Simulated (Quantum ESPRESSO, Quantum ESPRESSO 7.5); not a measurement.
# Bare Sommerfeld coefficient of LaIrGe₃ from scalar-relativistic PBEsol and LDA, and the mass enhancement it leaves

## Starting point

The electronic heat capacity of LaIrGe₃ was measured on an arc-melted polycrystal and reported in "Magnetic properties and complex magnetic phase diagram in non centrosymmetric EuRhGe$_3$ and EuIrGe$_3$ single crystals" (2015, arXiv:1503.00936). The Sommerfeld coefficient γ is the intercept of a straight line through C/T plotted against T², with data below 8 K. The line separates the electronic term, linear in temperature, from the cubic lattice term, so the intercept depends on the lattice part following the Debye law over the fitted range. The value contains every many-body enhancement of the electronic mass, electron-phonon coupling included. LaIrGe₃ has no occupied 4f states and commonly serves as the nonmagnetic phonon reference for its Ce and Eu analogues.

| compared with | measured | source's wording or label | method |
| --- | --- | --- | --- |
| γ (mJ/(mol K²)) | 4 | 4.0 mJ/mol K2 | heat capacity |

Conditions are those given with the value in the passage it was taken from; "not stated" means there, and the paper may say more elsewhere.

## Choices

We want the bare γ, which follows directly from the density of states at the Fermi level, and from it the enhancement 1 + λ as the ratio of measured to bare value. Agreement with the measured number is therefore not the goal. A sound result lies below it, leaves a λ of ordinary size for a nonmagnetic metal (a few tenths, perhaps up to one), and moves little compared with that gap when the settings are tightened.

The model is the five-atom primitive cell of the BaNiSn₃ type without spin polarisation. Its starting geometry was relaxed by earlier theory and is not a diffraction result. We begin with a scalar-relativistic semilocal functional on a light mesh, then test the sampling, the basis and the geometry. Spin-orbit coupling, which splits the bands in a crystal without inversion symmetry and is strong on Ir, comes last because it costs most.

System: LaIrGe3, tetragonal BaNiSn3-type; I4mm (No. 107), 5 atoms in the primitive cell; the database structure is a structure relaxed by earlier theory, not a measurement: a = 4.447 Å, c = 10.104 Å; structure from the Materials Project.

## 1. A first value on a light mesh

PBEsol with ultrasoft potentials at the unrelaxed database cell is an inexpensive start. We economise on the k mesh first, because the density of states at the Fermi level is the quantity most exposed to it and the size of that error should be known early. We expect a bare value below the measured one, but not yet one from which to read λ.

**Run 1.** Quantum ESPRESSO 7.5: PBEsol, GBRV ultrasoft potentials, database structure as it is, cutoff 45 Ry (density 360 Ry), 6x6x6 k mesh, Marzari-Vanderbilt smearing 0.14 eV; density of states on 12x12x12, bare value read at that mesh's own Fermi level (tetrahedra).

Key lines of the input:
```
! potential files: GBRV ultrasoft potentials, made for PBEsol
&control
  calculation = 'nscf'
/
&system
  nat = 5
  ntyp = 3
  ecutwfc = 45
  ecutrho = 360
  nbnd = 46
  occupations = 'tetrahedra_opt'
/
&electrons
  conv_thr = 1.0d-8
  electron_maxstep = 100
  mixing_beta = 0.4
/
ATOMIC_SPECIES
  La 138.905 La.upf
  Ge 72.630 Ge.upf
  Ir 192.217 Ir.upf
[... cell and positions ...]
K_POINTS automatic
  12 12 12 0 0 0
! then dos.x, deltaE = 0.005 eV within 0.3 eV of the Fermi level, bz_sum = 'tetrahedra_opt'
```

Command:
```
OMP_NUM_THREADS=1 mpirun -n 4 pw.x -nk 4 -in dos.in > dos.out
```

Selected lines of the output:
```
  13.850  0.1517E+01  0.6799E+02
  13.855  0.1515E+01  0.6800E+02
  13.860  0.1514E+01  0.6801E+02
```

Converged; 2.5 min on 4 cores of Intel Xeon Platinum 8488C (Sapphire Rapids), shared host (all steps together).

| quantity | run 1 | measured | deviation |
| --- | --- | --- | --- |
| γ (mJ/(mol K²)) | 3.571 | 4 | −0.429 (−10.7 %) |
| N(E_F) per formula unit (states/eV) | 1.515 |  |  |

The bare value lies below the measured one, as we expected, but only just: the ratio is 1.12, which would leave a λ of about 0.12. That is below the range we set as ordinary, though weakly coupled metals can have values of this size. Within a few meV of the Fermi level the density of states is smooth and falls slightly with energy, so the value does not hang on the exact position of the Fermi level. Whether it hangs on the mesh is still open, and with so small a gap an error of a few per cent in γ would change λ substantially.

## 2. Denser meshes for the density of states

We keep functional, cutoff and cell, and refine the sampling in two steps. The first refines both the self-consistent mesh and the one for the density of states; the second refines only the latter, which separates its effect from that of the charge density. These runs are still inexpensive, and λ cannot be discussed before the sampling error is known. We have no firm expectation for the sign of the change.

**Run 2.** Quantum ESPRESSO 7.5: PBEsol, GBRV ultrasoft potentials, database structure as it is, cutoff 45 Ry (density 360 Ry), 8x8x8 k mesh, Marzari-Vanderbilt smearing 0.14 eV; density of states on 16x16x16, bare value read at that mesh's own Fermi level (tetrahedra).

Key lines of the input, as changed from run 1:
```diff
  K_POINTS automatic
-   12 12 12 0 0 0
+   16 16 16 0 0 0
```

Selected lines of the output:
```
  13.852  0.1560E+01  0.6799E+02
  13.857  0.1560E+01  0.6800E+02
  13.862  0.1561E+01  0.6801E+02
```

Converged; 4.8 min on the same hardware (all steps together).

**Run 3.** Quantum ESPRESSO 7.5: PBEsol, GBRV ultrasoft potentials, database structure as it is, cutoff 45 Ry (density 360 Ry), 8x8x8 k mesh, Marzari-Vanderbilt smearing 0.14 eV; density of states on 24x24x24, bare value read at that mesh's own Fermi level (tetrahedra).

Key lines of the input, as changed from run 1:
```diff
  K_POINTS automatic
-   12 12 12 0 0 0
+   24 24 24 0 0 0
```

Selected lines of the output:
```
  13.858  0.1514E+01  0.6800E+02
```

Converged; 22 min on 4 cores of Arm Neoverse V1, shared host (all steps together).

| quantity | run 2 | run 3 | measured |
| --- | --- | --- | --- |
| γ (mJ/(mol K²)) | 3.677 | 3.568 | 4 |
| N(E_F) per formula unit (states/eV) | 1.56 | 1.514 |  |

The sequence is not monotonic: γ rises by about 3 % at the middle mesh and returns on the densest one almost to its first value. The close agreement of the coarsest and densest meshes is therefore no proof of convergence, and we take the spread of about 0.11 mJ/(mol K²) as a working measure of the sampling uncertainty. The ratio of measured to bare value runs from 1.09 to 1.12 over the three meshes. A λ near 0.1 is thus not a product of the coarse first mesh, although its second digit means nothing yet.

## 3. A lower plane-wave cutoff

Next we test the basis by lowering the cutoff at the middle mesh, everything else unchanged. If γ hardly moves, the basis is not a likely source of the small gap to experiment, and the cheaper setting would do for this quantity at a fixed cell. We expect a change smaller than that from the mesh, since the states at the Fermi level should depend little on the highest plane waves.

**Run 4.** Quantum ESPRESSO 7.5: PBEsol, GBRV ultrasoft potentials, database structure as it is, cutoff 31 Ry (density 248 Ry), 8x8x8 k mesh, Marzari-Vanderbilt smearing 0.14 eV; density of states on 16x16x16, bare value read at that mesh's own Fermi level (tetrahedra).

Key lines of the input, as changed from run 2:
```diff
  &system
-   ecutwfc = 45
-   ecutrho = 360
+   ecutwfc = 31
+   ecutrho = 248
```

Selected lines of the output:
```
  13.857  0.1562E+01  0.6800E+02
```

Converged; 2.7 min on 4 cores of Intel Xeon Platinum 8488C (Sapphire Rapids), shared host (all steps together).

| quantity | run 4 | measured | deviation |
| --- | --- | --- | --- |
| γ (mJ/(mol K²)) | 3.682 | 4 | −0.318 (−8.0 %) |
| N(E_F) per formula unit (states/eV) | 1.562 |  |  |

Lowering the cutoff changes γ by 0.005 mJ/(mol K²), far less than the change of mesh did. At this fixed cell the lower cutoff is sufficient for the density of states at the Fermi level, and the basis does not account for the small enhancement. This says nothing about stresses or relaxed cells, which are more sensitive to the cutoff.

## 4. Relaxing the cell and the atoms

All values so far rest on a geometry from earlier theory. We now relax cell and atoms with PBEsol and return to the higher cutoff, because the stress needs it more than γ does. The middle mesh is kept so that the result can be set directly against the unrelaxed one. If the cell contracts, the bands should broaden and γ should fall somewhat, which would leave more room for λ. A relaxation costs more than a single density of states, but it tests an assumption common to every run so far.

**Run 5.** Quantum ESPRESSO 7.5: PBEsol, GBRV ultrasoft potentials, cell and atoms relaxed from the database structure, cutoff 45 Ry (density 360 Ry), 8x8x8 k mesh, Marzari-Vanderbilt smearing 0.14 eV; density of states on 16x16x16, bare value read at that mesh's own Fermi level (tetrahedra).

Key lines of the input, as changed from run 1:
```diff
  K_POINTS automatic
-   12 12 12 0 0 0
+   16 16 16 0 0 0
```

Selected lines of the output:
```
  14.246  0.1520E+01  0.6799E+02
  14.251  0.1524E+01  0.6800E+02
  14.256  0.1529E+01  0.6801E+02
```

Converged; 12 min on the same hardware (all steps together).

| quantity | run 5 | measured | deviation |
| --- | --- | --- | --- |
| γ (mJ/(mol K²)) | 3.592 | 4 | −0.408 (−10.2 %) |
| N(E_F) per formula unit (states/eV) | 1.524 |  |  |
| conventional cell volume (Å³) | 195.41 |  |  |

The relaxed conventional cell has 195.41 Å³, about 2 % less than the database cell. γ falls by 0.085 mJ/(mol K²) against the unrelaxed cell on the same mesh. The sign is the one we expected from a contraction, but the change is no larger than the scatter between meshes, so we cannot claim it as an effect of the volume. The density of states now rises with energy at the Fermi level, where it was nearly flat before, though only by about half a per cent over 10 meV. The ratio of measured to bare value is 1.11, and the change of geometry does not account for the small λ.

## 5. LDA as a test of the functional

Sampling, basis and geometry have each moved γ by 3 % or less, but all with one functional. A relaxation with LDA at the same settings costs about as much as the last run and shows how far the bare value depends on that choice. We expect a somewhat smaller cell and a γ equal to the PBEsol value or slightly below it. Spin-orbit coupling, the dearer step, is still to follow.

**Run 6.** Quantum ESPRESSO 7.5: LDA, GBRV ultrasoft potentials, cell and atoms relaxed from the database structure, cutoff 45 Ry (density 360 Ry), 8x8x8 k mesh, Marzari-Vanderbilt smearing 0.14 eV; density of states on 16x16x16, bare value read at that mesh's own Fermi level (tetrahedra).

Key lines of the input, as changed from run 2:
```diff
- ! potential files: GBRV ultrasoft potentials, made for PBEsol
+ ! potential files: GBRV ultrasoft potentials, made for LDA
```

Selected lines of the output:
```
  14.456  0.1501E+01  0.6800E+02
```

Converged; 12 min on the same hardware (all steps together).

| quantity | run 6 | measured | deviation |
| --- | --- | --- | --- |
| γ (mJ/(mol K²)) | 3.538 | 4 | −0.462 (−11.5 %) |
| N(E_F) per formula unit (states/eV) | 1.501 |  |  |
| conventional cell volume (Å³) | 191.30 |  |  |

LDA gives a cell about 2 % smaller than PBEsol and lowers γ by 0.054 mJ/(mol K²), in the direction we expected but within the scatter between meshes. The ratio of measured to bare value becomes 1.13. The two functionals therefore agree on a small enhancement, and going from one to the other does not explain it. They share the scalar-relativistic treatment, however, so their agreement does not test the missing spin-orbit splitting.

## 6. Adding spin-orbit coupling

Spin-orbit coupling is the main physics still missing from the bands. It can move γ either way, depending on where the split bands lie relative to the Fermi level; a drop of some ten per cent would bring λ into a more usual range. We return to PBEsol at the database cell, with a mesh matching the earlier middle one. The fully relativistic potentials are of another family and need a much higher cutoff, so a shift could not be assigned to the coupling alone. The run has about twenty minutes of computing time, and at this cost it may not finish.

**Run 7.** Quantum ESPRESSO 7.5: PBEsol with spin-orbit coupling, fully relativistic PseudoDojo potentials, database structure as it is, cutoff 110 Ry, 8x8x8 k mesh, Marzari-Vanderbilt smearing 0.14 eV; density of states on a mesh twice as dense; stopped from outside after 1207 s, the time that was left for it.

Key lines of the input:
```
! potential files: fully relativistic PseudoDojo potentials, made for PBEsol
&control
  calculation = 'scf'
  tstress = .true.
/
&system
  nat = 5
  ntyp = 3
  ecutwfc = 110
  nbnd = 96
  occupations = 'smearing'
  smearing = 'mv'
  degauss = 0.01029
  noncolin = .true.
  lspinorb = .true.
/
&electrons
  conv_thr = 1.0d-8
  electron_maxstep = 100
  mixing_beta = 0.4
/
ATOMIC_SPECIES
  La 138.905 La.upf
  Ge 72.630 Ge.upf
  Ir 192.217 Ir.upf
[... cell and positions ...]
K_POINTS automatic
  8 8 8 0 0 0
```

Command:
```
OMP_NUM_THREADS=1 mpirun -n 4 pw.x -nk 4 -in scf.in > scf.out
```

Selected lines of the output:
```
     kinetic-energy cutoff     =     110.0000  Ry
     number of k points=    59  Marzari-Vanderbilt smearing, width (Ry)=  0.0103
     estimated scf accuracy    <       0.23692955 Ry
     estimated scf accuracy    <       0.01247656 Ry
     estimated scf accuracy    <       0.00124260 Ry
```

Cut off at its time limit; 20 min on 4 cores of Arm Neoverse V1, shared host.

The run reached its time limit while still in the self-consistent step. The estimated error was falling steadily but stood at about 0.001 Ry, far above the threshold of 10⁻⁸ Ry. The effect of spin-orbit coupling on γ is therefore not examined here, and neither its size nor its sign for LaIrGe₃ is known from this work. The twenty minutes show only that this step needs more computing time than we gave it.

## Table of results

| run | settings | γ (mJ/(mol K²)) | deviation | cost | status |
| --- | --- | --- | --- | --- | --- |
| 1 | PBEsol, 6x6x6 mesh, DOS 12x12x12 | 3.571 | −0.429 (−10.7 %) | 10 core-min |  |
| 2 | PBEsol, database structure as it is, cutoff 45 Ry (density 360 Ry), density of states on 16x16x16 | 3.677 | −0.323 (−8.1 %) | 19 core-min |  |
| 3 | PBEsol, DOS 24x24x24 | 3.568 | −0.432 (−10.8 %) | 87 core-min |  |
| 4 | PBEsol, cutoff 31 Ry, DOS 16x16x16 | 3.682 | −0.318 (−8.0 %) | 11 core-min |  |
| 5 | PBEsol, DOS 16x16x16 | 3.592 | −0.408 (−10.2 %) | 48 core-min |  |
| 6 | LDA, DOS 16x16x16 | 3.538 | −0.462 (−11.5 %) | 48 core-min |  |
| 7 | PBEsol+SOC, fully relativistic PseudoDojo, cutoff 110 Ry, stopped from outside after 1207 | – |  | 80 core-min | cut off at its time limit |
|  | measured | 4 |  |  |  |

## Judgement

The target was only partly met. The bare γ lies below the measured value in every completed calculation, but the enhancement it leaves is smaller than the few tenths we set as ordinary. We rest this on PBEsol with the densest mesh, at the database cell: 3.568 against 4 mJ/(mol K²), so 1 + λ is roughly 1.1, for 87 core-minutes.

The mesh test mattered most. Its spread of about 0.11 mJ/(mol K²) is a quarter of the gap to experiment, and the values did not settle steadily. The coarsest mesh gave nearly the same γ for 10 core-minutes, but only the denser ones showed how far to trust it. Lowering the cutoff had almost no effect at the fixed cell. Relaxing the structure and changing to LDA both lowered γ by less than the mesh spread. The attempt with spin-orbit coupling ended before self-consistency and contributed nothing to the comparison.

A λ of 0.3 would need a bare γ near 3.1, well below anything we computed. Spin-orbit splitting could shift the density of states at the Fermi level, but we know neither the sign nor the size of that shift here. The measured value may also be somewhat low. If the lattice heat capacity rises faster than T³ below 8 K, a straight-line fit puts the intercept too low, and foreign phases in an arc-melted polycrystal could shift it either way. Both are conjectures. Nor is truly weak electron-phonon coupling excluded.

With PBEsol and LDA, the scalar-relativistic bare γ is thus about 3.5 to 3.7 mJ/(mol K²), but this does not give a reliable λ. A completed calculation with spin-orbit coupling is the natural next step.

[Logs are printed without paths, hosts, clocks, repeated set-up lines and the standing remarks that a program may print on its own settings, such as how far it seeks lower states.]

[The runs shown are a pick from a larger set of finished runs; failed, doubtful and other runs were left out of it ahead of writing. So were measured values far from every level or from commonly accepted values, and agreement can look better than it is. Lines of input and output are excerpts and may be shortened.]
